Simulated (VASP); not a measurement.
Output of a VASP run:

**OUTCAR**
```
 ion  position               nearest neighbor table
   1  0.000  0.000  0.000-
   2  0.500  0.500  0.500-
  LATTYP: Found a face centered cubic cell.
 ALAT       =     6.0972696364
 Subroutine PRICEL returns:
 Original cell was already a primitive cell.
 Subroutine GETGRP returns: Found 48 space group operations
The static configuration has the point symmetry O_h .
The dynamic configuration has the point symmetry O_h .
 Subroutine INISYM returns: Found 48 space group operations
 Subroutine IBZKPT returns following result:
 Found     29 irreducible k-points:

 Following reciprocal coordinates:
            Coordinates               Weight
  0.000000  0.000000  0.000000      1.000000
  0.125000  0.000000  0.000000      8.000000
  0.250000  0.000000  0.000000      8.000000
  0.375000  0.000000  0.000000      8.000000
  0.500000  0.000000  0.000000      4.000000
  0.125000  0.125000  0.000000      6.000000
  0.250000  0.125000  0.000000     24.000000
  0.375000  0.125000  0.000000     24.000000
  0.500000  0.125000  0.000000     24.000000
 -0.375000  0.125000  0.000000     24.000000
 -0.250000  0.125000  0.000000     24.000000
 -0.125000  0.125000  0.000000     12.000000
  0.250000  0.250000  0.000000      6.000000
  0.375000  0.250000  0.000000     24.000000
  0.500000  0.250000  0.000000     24.000000
 -0.375000  0.250000  0.000000     24.000000
 -0.250000  0.250000  0.000000     12.000000
  0.375000  0.375000  0.000000      6.000000
  0.500000  0.375000  0.000000     24.000000
 -0.375000  0.375000  0.000000     12.000000
  0.500000  0.500000  0.000000      3.000000
  0.375000  0.250000  0.125000     24.000000
  0.500000  0.250000  0.125000     48.000000
 -0.375000  0.250000  0.125000     24.000000
  0.500000  0.375000  0.125000     24.000000
 -0.375000  0.375000  0.125000     48.000000
 -0.250000  0.375000  0.125000     24.000000
 -0.375000  0.500000  0.125000     12.000000
 -0.250000  0.500000  0.250000      6.000000
   k-points           NKPTS =     29   k-points in BZ     NKDIM =     29   number of bands    NBANDS=     11
   number of dos      NEDOS =    301   number of ions     NIONS =      2
   total plane-waves  NPLWV =  32768
   dimension x,y,z NGX =    32 NGY =   32 NGZ =   32
   dimension x,y,z NGXF=    64 NGYF=   64 NGZF=   64
   ions per type =               1   1
   PREC   = accura    normal or accurate (medium, high low for compatibility)
   ISTART =      0    job   : 0-new  1-cont  2-samecut
   ICHARG =      2    charge: 1-file 2-atom 10-const
   ISPIN  =      1    spin polarized calculation?
   LNONCOLLINEAR =      F non collinear calculations
   LSORBIT =      F    spin-orbit coupling
   INIWAV =      1    electr: 0-lowe 1-rand  2-diag
   ENCUT  =  520.0 eV  38.22 Ry    6.18 a.u.   8.02  8.02  8.02*2*pi/ulx,y,z
   NELM   =    100;   NELMIN=  2; NELMDL= -5     # of ELM steps
   EDIFF  = 0.1E-06   stopping-criterion for ELM
   LREAL  =      F    real-space projection
   NLSPLINE    = F    spline interpolate recip. space projectors
   LMAXMIX     =    4 max onsite mixed and CHGCAR
   VOSKOWN=      0    Vosko Wilk Nusair interpolation
   EDIFFG = 0.1E-05   stopping-criterion for IOM
   NSW    =      0    number of steps for IOM
   NBLOCK =      1;   KBLOCK =      1    inner block; outer block
   IBRION =     -1    ionic relax: 0-MD 1-quasi-New 2-CG
   NFREE  =      0    steps in history (QN), initial steepest desc. (CG)
   ISIF   =      2    stress and relaxation
   ISYM   =      2    0-nonsym 1-usesym 2-fastsym
   TEIN   =    0.0    initial temperature
   TEBEG  =    0.0;   TEEND  =   0.0 temperature during run
   SMASS  =  -3.00    Nose mass-parameter (am)
   PSTRESS=    0.0 pullay stress
   NELECT =      14.0000    total number of electrons
   EFERMI =   0.00;   METHOD = LEGACY
   ISMEAR =     0;   SIGMA  =   0.05  broadening in eV -4-tet -1-fermi 0-gaus
   IALGO  =     38    algorithm
...
```

### OSZICAR
```
       N       E                     dE             d eps       ncg     rms          rms(c)
DAV:   1     0.912745181775E+02    0.91275E+02   -0.70981E+03   638   0.120E+03
DAV:   2     0.198594541389E+01   -0.89289E+02   -0.84451E+02   725   0.257E+02
DAV:   3    -0.607277986022E+01   -0.80587E+01   -0.80087E+01   779   0.785E+01
DAV:   4    -0.624972118263E+01   -0.17694E+00   -0.17677E+00   710   0.126E+01
DAV:   5    -0.625240794558E+01   -0.26868E-02   -0.26865E-02   748   0.156E+00    0.165E+00
DAV:   6    -0.612545835076E+01    0.12695E+00   -0.21017E-01   731   0.293E+00    0.100E+00
DAV:   7    -0.611323387904E+01    0.12224E-01   -0.92923E-02   728   0.191E+00    0.563E-01
DAV:   8    -0.611746006601E+01   -0.42262E-02   -0.71213E-03   659   0.838E-01    0.114E-01
DAV:   9    -0.611743620381E+01    0.23862E-04   -0.12038E-04   773   0.113E-01    0.626E-02
DAV:  10    -0.611750285378E+01   -0.66650E-04   -0.13122E-04   659   0.104E-01    0.144E-02
DAV:  11    -0.611750255289E+01    0.30089E-06   -0.78687E-06   737   0.295E-02    0.222E-03
DAV:  12    -0.611750306951E+01   -0.51662E-06   -0.53646E-07   677   0.788E-03    0.588E-04
DAV:  13    -0.611750314432E+01   -0.74815E-07   -0.11177E-07   686   0.264E-03
   1 F= -.61175031E+01 E0= -.61175031E+01  d E =-.332076E-15
```

File OUTCAR:
```
------------------------ aborting loop because EDIFF is reached ----------------------------------------
  FORCE on cell =-STRESS in cart. coord.  units (eV):
  Direction    XX          YY          ZZ          XY          YZ          ZX
  --------------------------------------------------------------------------------------
  Total       -0.1944199     -0.1944199     -0.1944199      0.0000000      0.0000000      0.0000000
  in kB       -5.4967394     -5.4967394     -5.4967394      0.0000000      0.0000000      0.0000000
  external PRESSURE =      -5.4967394 kB  Pullay stress =       0.0000000 kB
  volume of cell :       56.67
      direct lattice vectors                 reciprocal lattice vectors
     0.000000000  3.048634818  3.048634818    -0.164007836  0.164007836  0.164007836
     3.048634818  0.000000000  3.048634818     0.164007836 -0.164007836  0.164007836
     3.048634818  3.048634818  0.000000000     0.164007836  0.164007836 -0.164007836
 POSITION                                       TOTAL-FORCE (eV/Angst)
 -----------------------------------------------------------------------------------
      0.00000      0.00000      0.00000        -0.000000      0.000000      0.000000
      3.04863      3.04863      3.04863         0.000000      0.000000      0.000000
 -----------------------------------------------------------------------------------
    total drift:                                0.000000     -0.000000     -0.000000
  FREE ENERGIE OF THE ION-ELECTRON SYSTEM (eV)
  ---------------------------------------------------
  free  energy   TOTEN  =        -6.1175031443 eV

  energy  without entropy=       -6.1175031443  energy(sigma->0) =       -6.11750314
```
(Selected blocks of OUTCAR.)

File POSCAR:
```
NaBr
1
    0.0000000000     3.0486348182     3.0486348182
    3.0486348182     0.0000000000     3.0486348182
    3.0486348182     3.0486348182     0.0000000000
Na Br
1 1
Direct
  0.0000000000   0.0000000000   0.0000000000
  0.5000000000   0.5000000000   0.5000000000
```

Task: Reconstruct the remaining input files.

Result: This is not unique; one that fits is the input of the run itself, PBE GGA, plane waves, VASP's PBE PAW potentials (set 64).

KPOINTS:
```
Regular mesh
0
G
8 8 8
0 0 0
```

### INCAR
```
# general
SYSTEM   =  NaBr
PREC     =  Accurate
ENCUT    =  520
LREAL    =  .FALSE.   # projection in real space or not
LASPH    =  .TRUE.   # aspherical one-centre terms

# electronic loop
EDIFF    =  1E-7
NELM     =  100
ALGO     =  Normal
LMAXMIX  =  4   # l cut-off of mixed one-centre charges

# smearing
ISMEAR   =  0
SIGMA    =  0.05

# functional
GGA      =  PE   # PBE

# ions
ISIF     =  2   # forces and stress, cell fixed

# output
LWAVE    =  .FALSE.
LCHARG   =  .FALSE.
```

POTCAR, in this order: Na_pv Br (PBE.64 set). Program: vasp_std.

The compound is NaBr in the rock salt structure. This cell is one point of a volume scan, at 1.03 of the reference volume.
